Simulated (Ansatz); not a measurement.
The system is GaP.

```xyz
2
Lattice="0.0000 2.7252 2.7252 2.7252 0.0000 2.7252 2.7252 2.7252 0.0000" Properties=species:S:1:pos:R:3 pbc="T T T"
Ga    0.0000    0.0000    0.0000
P     4.0879    4.0879    4.0879
```

- Program: Ansatz 0.2.0
- Task: relaxation of cell and atoms
- Functional: PBEsol
- Dispersion: D4
- Potentials or basis: all-electron LAPW, scalar-relativistic
- Basis error allowed: 0.001 eV/atom
- k mesh: 8 × 8 × 8
- Occupations: fermi-dirac, width 0.05 eV
- Spin: no spin polarisation

At the start: volume 20.24 Å³/atom.

How do energy, volume and symmetry change on relaxing?

Over 4 steps the energy falls by 4.0 meV/atom and the volume is 19.69 Å³/atom (-2.7 %); space group F-43m (No. 216, to 0.05 Å).

Step by step:
| step | energy change (eV) | largest force (eV/Å) | volume (Å³) |
| --- | --- | --- | --- |
| 1 | 0.0000 | 0.0000 | 40.48 |
| 2 | -0.0074 | 0.0000 | 39.71 |
| 3 | -0.0081 | 0.0000 | 39.37 |
| 4 | -0.0081 | 0.0000 | 39.37 |

Final structure:
```cif
data_structure
_symmetry_space_group_name_H-M 'P 1'
_symmetry_Int_Tables_number 1
_cell_length_a 3.8185
_cell_length_b 3.8185
_cell_length_c 3.8185
_cell_angle_alpha 60.000
_cell_angle_beta 60.000
_cell_angle_gamma 60.000
_cell_volume 39.37
loop_
_atom_site_label
_atom_site_type_symbol
_atom_site_fract_x
_atom_site_fract_y
_atom_site_fract_z
_atom_site_occupancy
Ga1 Ga 0.00000 0.00000 0.00000 1
P1 P 0.75000 0.75000 0.75000 1
```
